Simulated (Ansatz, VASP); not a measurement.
Ta: VASP beside Ansatz

```
Ta
1.0
     0.00000    2.09093    2.09093
     2.09093    0.00000    2.09093
     2.09093    2.09093    0.00000
Ta
1
Cartesian
  0.0000 0.0000 0.0000
```

Alike in both runs: functional PBE; dispersion D3(BJ); k mesh 18 × 18 × 18; occupations gaussian, width 0.1 eV; no spin polarisation.

Ansatz relaxed the structure, and its values are those at the end. VASP's run is a single point on that final structure, the one shown.

|  | VASP | Ansatz |
| --- | --- | --- |
| version | VASP 6.6.1 | Ansatz 0.2.0 |
| potentials or method | VASP PAW PBE potentials, release 64 (Ta_pv) | scalar-relativistic, plane waves, PAW |
| plane-wave cutoff (eV) | 520 | 420 |
| valence electrons in the cell | 11 | 13 |

```csv
,VASP,Ansatz,Ansatz less VASP
gap on the k mesh at the Fermi level (eV),none,none,-
pressure (GPa),0.0,0.0,-0.07
```

A gap of «none» marks a metal or a gap that the smearing closes. The two sets of potentials don't hold the same shells in valence.

Caveats: pairwise dispersion overbinds metals, which lowers pressure and volume. The runs have no spin-orbit coupling, so splittings on Ta are missing.
